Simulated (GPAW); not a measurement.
**Energy mapping worked by hand: free-standing square V monolayer, spacing 2.841 A**

Can a spin model with one coupling foretell the energy of a further order of free-standing square V monolayer, spacing 2.841 A?

Calculated with GPAW 26.7.0; PBE; plane waves with GPAW's PAW setups, scalar-relativistic.

## 1. Set-up

The cell holds 1 atom: 1 V. Its edges and angles: a = 2.841 Å, b = 2.841 Å, c = 14.000 Å, α = 90.0°, β = 90.0°, γ = 90.0°. model lattice. Vacuum lies along c.

Structure file:

```cif
data_structure
_symmetry_space_group_name_H-M 'P 1'
_symmetry_Int_Tables_number 1
_cell_length_a 2.8410
_cell_length_b 2.8410
_cell_length_c 14.0000
_cell_angle_alpha 90.000
_cell_angle_beta 90.000
_cell_angle_gamma 90.000
_cell_volume 113.00
loop_
_atom_site_label
_atom_site_type_symbol
_atom_site_fract_x
_atom_site_fract_y
_atom_site_fract_z
_atom_site_occupancy
V1 V 0.00000 0.00000 0.50000 1
```

## 2. The parallel order

All energies count from this run.

File order1.py:

```python
import json
import numpy as np
from ase import Atoms
from ase.parallel import paropen, parprint
from gpaw import GPAW

atoms = Atoms(['V'],
    cell=[[2.841, 0.0, 0.0],
         [0.0, 2.841, 0.0],
         [0.0, 0.0, 14.0]],
    scaled_positions=[[0.0, 0.0, 0.5]],
    pbc=True,
    magmoms=[1.5])
atoms.calc = GPAW(mode={'name': 'pw', 'ecut': 550},
    xc='PBE',
    kpts={'size': (10, 10, 1), 'gamma': True},
    occupations={'name': 'fermi-dirac', 'width': 0.05},
    convergence={'density': 1e-05, 'energy': 1e-05},
    maxiter=200,
    symmetry={'tolerance': 1e-4},
    txt='order1.txt')
e = atoms.get_potential_energy(force_consistent=True)
res = {'free_energy': e, 'energy_sigma0': atoms.get_potential_energy(), 'fermi_energy': atoms.calc.get_fermi_level()}
res['moments'] = atoms.get_magnetic_moments().tolist()
res['total'] = atoms.get_magnetic_moment()
parprint('site moments (muB):', np.round(res['moments'], 3))
parprint(f"total moment: {res['total']:.3f} muB")
parprint(f'free energy: {e:.6f} eV')
atoms.calc.write('order1.gpw')
n = atoms.calc.get_pseudo_density()
up, down = (atoms.calc.get_pseudo_density(spin=i) for i in (0, 1))
np.savez('grids.npz', density=n, spin=up - down)
with paropen('results.json', 'w') as f:
    json.dump(res, f)
```

The run is started by

```
$ OMP_NUM_THREADS=1 python3 order1.py > order1.log
```

The program printed:

```text
site moments (muB): [2.423]
total moment: 3.194 muB
free energy: -5.612650 eV

--- order1.txt ---
Input parameters:
  mode=PW(ecut=550),
  convergence={'density': 1e-05, 'energy': 1e-05},
  kpts=MonkhorstPack(size=(10, 10, 1), gamma=True),
  maxiter=200,
  occupations=Occupations(name='fermi-dirac', width=0.05),
  symmetry=Symmetry(tolerance=0.0001),
  xc=XC(name='PBE')

Diagonalizing LCAO Hamiltonian
[...]
|          3 |       -41.114 |     1.000 |       -38.539 |     1.000 |
|          4 |        -6.649 |     1.000 |        -5.455 |     1.000 |
[...]
|          9 |        -1.838 |     0.000 |         0.611 |     0.000 |
|         10 |        -0.982 |     0.000 |         0.611 |     0.000 |
|         11 |         1.330 |     0.000 |         1.798 |     0.000 |
|         12 |         2.318 |     0.000 |         2.831 |     0.000 |

No gap
No difference between direct/indirect transitions


[key lines of the parts left out:]
Free energy:      -5.612650
Converged in 15 steps
dipole moment: (-6.724745, -6.724745, 0.000000)  # |e|*Ang
Fermi level: -2.350
```

It took 79 s on 1 MPI rank of Intel Xeon Platinum 8488C (Sapphire Rapids), shared host; peak memory 0.21 GiB.

Spin moment in the augmentation sphere by atom:

| atom | spin moment in the augmentation sphere (μB) |
| --- | --- |
| V1 | 2.42 |

Numbers from this step:

- magnetization: 3.194 μB
- final state: ferromagnetic

After 15 cycles the largest moment stands at 2.42 μB.

## 3. The orders used for the fit

The other orders were run with the same settings, on meshes that hold the same points. Free energies (smearing 0.05 eV, its entropy term included) are divided by the number of V atoms; q is in fractions of the reciprocal vectors of the first run's cell.

| order | atoms | mesh | free energy (eV) | eV per V | largest moment (μB) |
| --- | --- | --- | --- | --- | --- |
| F + | 1 | 10×10×1 | -5.6127 | -5.6127 | 2.42 |
| AF q=(0,1/2,0) +- | 2 | 10×5×1 | -11.4190 | -5.7095 | 2.57 |

## 4. Counting neighbours

With E = −Σ J e_i·e_j over ordered pairs of unit vectors, turning a neighbour from parallel to opposed costs 2J a V atom. So an order lies 2 Σ n J over the parallel one, n being the opposed neighbours in each shell.

| shell | distance (Å) | neighbours | opposed in AF q=(0,1/2,0) +- | opposed in AF q=(1/2,1/2,0) +- |
| --- | --- | --- | --- | --- |
| J1 | 2.84 | 4 | 2 | 4 |
| J2 | 4.02 | 4 | 4 | 0 |

Only J1 is kept.

## 5. Solving

```
2 × 2 × J1 = -96.86 meV    (AF q=(0,1/2,0) +-)
J1 = -24.22 meV
```

## 6. The test

The couplings now give the orders that were left out:

```
2 × 4 × (-24.22) = -193.76 meV    (AF q=(1/2,1/2,0) +-)
```

The runs themselves:

| order | atoms | mesh | free energy (eV) | eV per V | largest moment (μB) | over the parallel order (meV) | foretold (meV) |
| --- | --- | --- | --- | --- | --- | --- | --- |
| AF q=(1/2,1/2,0) +- | 2 | 5×10×1 | -11.2630 | -5.6315 | 2.30 | -18.83 | -193.76 |

## 7. One more shell

The miss asks for the next shell, which takes one more order into the fit and leaves none for a test.

```
2 × 2 × J1 + 2 × 4 × J2 = -96.86 meV    (AF q=(0,1/2,0) +-)
2 × 4 × J1 = -18.83 meV    (AF q=(1/2,1/2,0) +-)
J1 = -2.35 meV
J2 = -10.93 meV
```

## 8. What came out

* J1 (V–V at 2.84 Å): -24.2 meV
* largest miss on the orders left out: 175 meV
* J1 with 2 shells: -2.35 meV
* J2 with 2 shells: -10.9 meV

In words: The model misses the order left out by 175 meV, 181 % of the span of the orders, so it fails: these couplings alone don't describe the crystal. With the next shell added the couplings are J1 = -2.35 and J2 = -10.93 meV, untested. The first dropped shell that the test feels is J2 at 4.02 Å. The site moments spread by 10 % over the orders, so moments are not rigid and part of the miss lies outside a spin model. In a metal couplings reach far, and the mesh was not tested. The couplings are effective ones: further shells with opposed neighbours are folded into them or show in the miss. No mean-field temperature is given: it needs a model that holds, an unfrustrated order and couplings in all three dimensions.

[Logs and program files are shortened in this print: banners, set-up blocks, solver, clock and traceback lines can be left out without a mark of their own.]

[Logs are printed without paths, hosts, clocks, repeated set-up lines and the standing remarks that a program may print on its own settings, such as how far it seeks lower states.]

[Hosts, paths, dates, database ids (printed as entryN), source tags and the programs' standing remarks are cut or masked in the printed files.]

[Where a cell is said to come from a database of computed structures, the database is the Materials Project.]
